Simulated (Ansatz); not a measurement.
# AlCu (Pm-3m) in Ansatz: a series of runs

One crystal, AlCu, is run at these levels: PBEsol; tasks: single point, band structure.

Program: Ansatz 0.2.0. These are calculated values, not measurements. Logs are shortened: lines on timing, memory, paths and dates and some standing lists are left out, and cuts for length are marked.

## (1) Starting point

Symmetry: Pm-3m, No. 221, cubic system. The conventional cell has a = 2.998 Å, b = 2.998 Å, c = 2.998 Å, α = 90.00°, β = 90.00°, γ = 90.00°. Cu (site symmetry m-3m) has 8 Al at 2.60 Å as nearest neighbours. Al (site symmetry m-3m) has 8 Cu at 2.60 Å as nearest neighbours.

The cell comes from a database or a generator and needn't be the stable form of this composition.

## (2) Single point, PBEsol, 13.46 Å³/atom (strain_shear_xy = -0.04)

input.yaml

```yaml
crystal:
  lattice:
    - [2.997509, -0.05995018, 0.0]
    - [-0.05995018, 2.997509, 0.0]
    - [0.0, 0.0, 2.997509]
  atoms:
    - { symbol: Cu, position: [0.5, 0.5, 0.5] }
    - { symbol: Al, position: [0.0, 0.0, 0.0] }
kpoints:
  mp_grid: { grid: [9, 9, 9] }
scf:
  occupations: { method: fermi_dirac, width: 0.05 }
hamiltonian:
  xc: pbesol
  pseudopotentials: { kind: all_electron, lapw: { basis_error: 0.001 } }
output:
  forces: true
  stress: true
  eigenvalues: true
```

Potentials or basis: all-electron LAPW, scalar-relativistic.

The run is started by

```sh
$ ansatz run input.yaml --threads 1 --pin off --max-ram 3072MiB --backend cpu --events-out ev --progress --plain --runs-dir out
```

The log of the run:

```text
Warning: RAYON_NUM_THREADS=1 ignored (pool sized by the plan → 1); use --threads N
LAPW: plane waves up to 7.949 Å⁻¹, error target 1.0e-3 eV per atom; small_component_spin mean_spin; Al in spheres of 1.169 Å, 11 of its electrons in bands, Dirac shells []; Cu in spheres of 1.392 Å, 19 of its electrons in bands, Dirac shells [] (how accurate: hamiltonian.pseudopotentials.lapw.basis_error, Limitations)
Engine: ansatz 0.2.0, aarch64-unknown-linux-gnu
Pseudopotentials: kind: all_electron
Pseudopotential: Cu, LAPW, valence charge 19, lapw/all_electron/scalar/gaussian/Cu, Koelling and Harmon's equation, gaussian nucleus
Pseudopotential: Al, LAPW, valence charge 11, lapw/all_electron/scalar/gaussian/Al, Koelling and Harmon's equation, gaussian nucleus
Functional definition: PBEsol
  exchange = pbesol_x
  correlation = pbesol_c
Crystal: 2 atoms, lattice volume = 26.922 Å³
Basis set: ecut = 240.7169683698173 eV, 243 PW (Γ), exchange–correlation at level 2
Bands: 19, of which v1, the nominal top of the filled ones, is band 15 counted from 1 (14 counted from 0)
Symmetry: 8 space group operations
Space group: Cmmm (ITA 65), of the structure as read, at distance tolerance 3.0e-5 Å
k-points: 125 of 729
Non-local potential: Cu, projectors of the file, none
Non-local potential: Al, projectors of the file, none
Initial density: superposition of atomic densities (chi_scale 0.1, normalization cell, long waves kept (reshape's long-wave potential 0.00 eV rms))
Initial wavefunctions: plane waves of lowest kinetic energy (no species holds an atomic orbital)
Functional: x = pbesol(κ = 0.804, μ = 0.12345679012345678), c = pbesol(β = 0.046)
iter 1 solved again at ethr=2.30e-3 eV; its pass at ethr=1.00e-1 eV (dr2=6.90e-1 eV) is discarded
SCF iter   1: F=—  HF=-51594.747558 eV  |F-HF|=—  |Δ(HF+E_count)|=         —  Δρ=5.01e-2  dr2=6.91e-1  ethr=2.30e-3  ⟨swp⟩=2.0  Hψ=16592  notcnv=0
preconditioner: auto → none  [metal: Δε(μ)=0.009 eV  Ē_g=8.388 eV  σ=0.050 eV  W_gap=0.04  n_scr=6 (ndim 8)  ℏωp=26.8 eV  f_vac=0.000  D(μ)=0.91/eV (n_scr^D=6)  sad-step TF]
SCF iter   2: F=—  HF=-51600.353531 eV  |F-HF|=—  |Δ(HF+E_count)|=    5.61e0  Δρ=4.75e-2  dr2=9.07e-1  ethr=2.30e-3  ⟨swp⟩=3.0  Hψ=8350  notcnv=0  defer=1
SCF iter   3: F=—  HF=-51594.163919 eV  |F-HF|=—  |Δ(HF+E_count)|=    6.19e0  Δρ=2.82e-2  dr2=3.44e-1  ethr=2.30e-3  ⟨swp⟩=2.4  Hψ=7060  notcnv=0
iter 4 solved again at ethr=5.67e-5 eV; its pass at ethr=1.15e-3 eV (dr2=1.70e-2 eV) is discarded
SCF iter   4: F=—  HF=-51592.825781 eV  |F-HF|=—  |Δ(HF+E_count)|=    1.34e0  Δρ=8.77e-3  dr2=1.70e-2  ethr=5.67e-5  ⟨swp⟩=2.0  Hψ=12299  notcnv=0
SCF iter   5: F=—  HF=-51592.760557 eV  |F-HF|=—  |Δ(HF+E_count)|=         —  Δρ=2.12e-3  dr2=1.48e-3  ethr=5.67e-5  ⟨swp⟩=2.0  Hψ=6546  notcnv=0
the basis was enlarged: its passes take 101.2 KiB over the memory plan, 1 of 1 planned eigensolver slots
SCF iter   6: F=—  HF=-51592.758526 eV  |F-HF|=—  |Δ(HF+E_count)|=   2.03e-3  Δρ=1.10e-3  dr2=4.43e-4  ethr=4.95e-6  ⟨swp⟩=2.0  Hψ=6517  notcnv=0
SCF iter   7: F=—  HF=-51592.757719 eV  |F-HF|=—  |Δ(HF+E_count)|=   8.06e-4  Δρ=1.81e-4  dr2=1.27e-5  ethr=1.48e-6  ⟨swp⟩=2.0  Hψ=6517  notcnv=0
SCF iter   8: F=—  HF=-51592.757696 eV  |F-HF|=—  |Δ(HF+E_count)|=   2.33e-5  Δρ=2.39e-5  dr2=2.10e-7  ethr=4.22e-8  ⟨swp⟩=2.0  Hψ=6522  notcnv=0
SCF iter   9: F=—  HF=-51592.757696 eV  |F-HF|=—  |Δ(HF+E_count)|=   4.17e-7  Δρ=7.94e-6  dr2=2.47e-8  ethr=6.98e-10  ⟨swp⟩=2.1  Hψ=6538  notcnv=0
SCF iter  10: F=-51592.757696 eV  HF=-51592.757696 eV  |F-HF|=9.31e-10  |Δ(HF+E_count)|=   4.20e-8  Δρ=4.70e-7  dr2=8.00e-11  ethr=8.23e-11  ⟨swp⟩=2.1  Hψ=6527  notcnv=0
SCF 1 converged in 10 iterations: F = -51592.757696 eV  dr2 = 8.00e-11
SCF converged after 10 iterations
Free energy (F): -51592.757696 eV
Harris-Foulkes:  -51592.757696 eV  (|F-HF|=9.31e-10)
Internal energy: -51592.750660 eV  (E = F + TS)
E sigma→0 (E₀):  -51592.754178 eV
Entropy (-TS):   -0.007035 eV (-3.518 meV/atom)
Fermi energy:    13.953301 eV
--- Per-component energies (eV) ---
  E_band       = -895.714429
  E_kinetic    = 52370.925726
  E_xc         = -2297.305645
  E_electrostatic = -101666.370741  (all electrons and nuclei)
  E_smearing   = -0.007035  (= −TS)
  E_closure    = 0.000000  (closes the sum)
  E_atoms      = -51584.048694  (free atoms, spherical and without spin; not in F)
  Σ components = -51592.757696   (vs F -51592.757696, Δ=0.00e0)
  Basis errors (estimates in eV, not in F): energy 2.8e-4 per atom: plane waves 2.4e-4 (1.3e-4 summed), levels above the bands 2.4e-34, relativity 3.8e-9, radial functions 3.6e-5, core shells 4.7e-11; eigenvalues (radial functions only) 1.5e-6; not estimated: angular momenta, meshes, grids; target (lapw.basis_error) 1.0e-3; muffin-tin radii Al 1.169 Å, Cu 1.392 Å
--- Forces (eV/Å), atoms counted from 1 ---
  atom   1  Cu    -0.00000000    -0.00000000    -0.00000000
  atom   2  Al     0.00000000     0.00000000     0.00000000
  max |Σ_I F_I| component: 6.90e-31 eV/Å
--- Stress (GPa, compression-positive) ---
       -4.439222       2.074611      -0.000000
        2.074611      -4.439222       0.000000
       -0.000000       0.000000      -4.515033
  P = ⅓ Tr σ = -4.4645 GPa (-44.645 kbar)
--- Band table (eV; the first three rows and the last of 125) ---
  k-point 0: bands = ["-99.6314", "-89.5402", "-57.1646", "-57.1479", "-57.1283", "-51.2224", "-51.2162", "-51.2111", "2.5346", "9.1628", "9.1694", "10.1488", "10.1868", "10.2276", "17.7025", "17.8394", "18.0173", "20.3777", "20.3892"]
  k-point 1: bands = ["-99.6313", "-89.5401", "-57.1646", "-57.1488", "-57.1282", "-51.2223", "-51.2170", "-51.2111", "2.7434", "9.1688", "9.1999", "10.0892", "10.1734", "10.1931", "15.9438", "17.9583", "18.2645", "20.4617", "21.8201"]
  k-point 2: bands = ["-99.6312", "-89.5400", "-57.1643", "-57.1511", "-57.1281", "-51.2222", "-51.2190", "-51.2110", "3.3635", "9.1020", "9.2783", "9.9463", "10.0423", "10.2090", "13.4619", "18.6918", "18.9772", "20.6712", "22.9641"]
  k-point 124: bands = ["-99.6302", "-89.5389", "-57.1706", "-57.1542", "-57.1350", "-51.2280", "-51.2216", "-51.2163", "8.5007", "8.6591", "8.6836", "10.5216", "10.5270", "13.0324", "14.4223", "14.7552", "15.8559", "16.5865", "17.0169"]
```

Run time: 15 s. Hardware: 1 thread of Arm Neoverse V2, shared host; peak memory 0.39 GiB.

What came out:

* Free energy: -51592.7577 eV
* Pressure: -4.5 GPa
* Band gap on the k mesh: none (metal or under the smearing width)

## (3) Single point, PBEsol, 13.47 Å³/atom (strain_shear_xy = -0.02)

Changes to input.yaml since step 2:

```diff
@@ -2,4 +2,4 @@
   lattice:
-    - [2.997509, -0.05995018, 0.0]
-    - [-0.05995018, 2.997509, 0.0]
+    - [2.997509, -0.02997509, 0.0]
+    - [-0.02997509, 2.997509, 0.0]
     - [0.0, 0.0, 2.997509]
```

Potentials or basis: all-electron LAPW, scalar-relativistic.

The run is started by

```sh
$ ansatz run input.yaml --threads 1 --pin off --max-ram 3072MiB --backend cpu --events-out ev --progress --plain --runs-dir out
```

Wall time 15 s (1 thread of Arm Neoverse V2, shared host); peak memory 0.4 GiB.

The run converged. Its results:

```yaml
Free_energy: -51592.7623 eV
Pressure: -4.6 GPa
Band_gap_on_the_k_mesh: none (metal or under the smearing width)
```

## (4) Band structure, PBEsol

Changes to input.yaml since step 3:

```diff
@@ -2,4 +2,4 @@
   lattice:
-    - [2.997509, -0.02997509, 0.0]
-    - [-0.02997509, 2.997509, 0.0]
+    - [2.997509, 0.0, 0.0]
+    - [0.0, 2.997509, 0.0]
     - [0.0, 0.0, 2.997509]
@@ -10,2 +10,11 @@
   mp_grid: { grid: [9, 9, 9] }
+  band_path:
+    path:
+      - [0.0, 0.0, 0.0]
+      - [0.0, 0.5, 0.0]
+      - [0.5, 0.5, 0.0]
+      - [0.0, 0.0, 0.0]
+      - [0.5, 0.5, 0.5]
+      - [0.0, 0.5, 0.0]
+    npoints: 6
 scf:
```

The run is started by

```sh
$ ansatz run input.yaml --threads 1 --pin off --max-ram 3072MiB --backend cpu --events-out ev --progress --plain --runs-dir out
```

Wall time 6.5 s (1 thread of Arm Neoverse V2, shared host); peak memory 0.27 GiB.

Results (log left out):

| Property | Result |
| --- | --- |
| Free energy | -51592.7634 eV |
| Pressure | -4.7 GPa |
| Band gap along the path | none (metal or under the smearing width) |

Levels at the corners of the path, in eV from the Fermi level:
| point | band 11 | band 12 | band 13 | band 14 | band 15 | band 16 | band 17 | band 18 | band 19 |
| --- | --- | --- | --- | --- | --- | --- | --- | --- | --- |
| Γ | -4.79 | -3.76 | -3.76 | -3.76 | 3.89 | 3.89 | 3.89 | 6.42 | 6.42 |
| X | -4.52 | -4.20 | -4.20 | -3.71 | -3.02 | 7.30 | 8.11 | 8.11 | 8.58 |
| M | -4.09 | -4.09 | -3.64 | -3.64 | -3.38 | -0.78 | -0.02 | 10.18 | 12.92 |
| Γ | -4.79 | -3.76 | -3.76 | -3.76 | 3.89 | 3.89 | 3.89 | 6.42 | 6.42 |
| R | -5.33 | -3.36 | -3.36 | 0.80 | 0.80 | 0.80 | 1.89 | 2.30 | 2.30 |
| X | -4.52 | -4.20 | -4.20 | -3.71 | -3.02 | 7.30 | 8.11 | 8.11 | 8.58 |
